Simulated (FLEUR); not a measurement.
Si: equation of state with r2SCAN

Crystal: Si.

```
CELL_PARAMETERS angstrom
0.00000 2.72185 2.72185
2.72185 0.00000 2.72185
2.72185 2.72185 0.00000
ATOMIC_POSITIONS crystal
Si 0.50000 0.50000 0.50000
Si 0.75000 0.75000 0.75000
```

* Program: FLEUR MaX-R8.1 (later development tree)
* Task: equation of state
* Functional: r2SCAN
* Potentials or basis: all-electron
* Basis: FLAPW
* Kmax: 4.9 1/bohr
* k mesh: 8 × 8 × 8
* Occupations: fermi-dirac, width 0.05 eV
* Spin: no spin polarisation
* Gmax: 15.2 1/bohr
* Muffin-tin radii: Si 2.0 bohr
* lmax: Si 8
* lnonsphr: Si 8
* Local orbitals a species: Si 4

```json
{"Equilibrium volume": "20.18 Å³/atom", "Bulk modulus": "96 GPa"}
```

Energy against volume, from the lowest point:
```tsv
volume (Å³/atom)	energy (meV/atom)
18.955	24.96
19.358	10.84
20.165	0.00
20.971	8.71
21.375	19.25
```

Caveat: the meta-GGA is that of a development version, with a GGA for the radial functions and cores and without core tails.
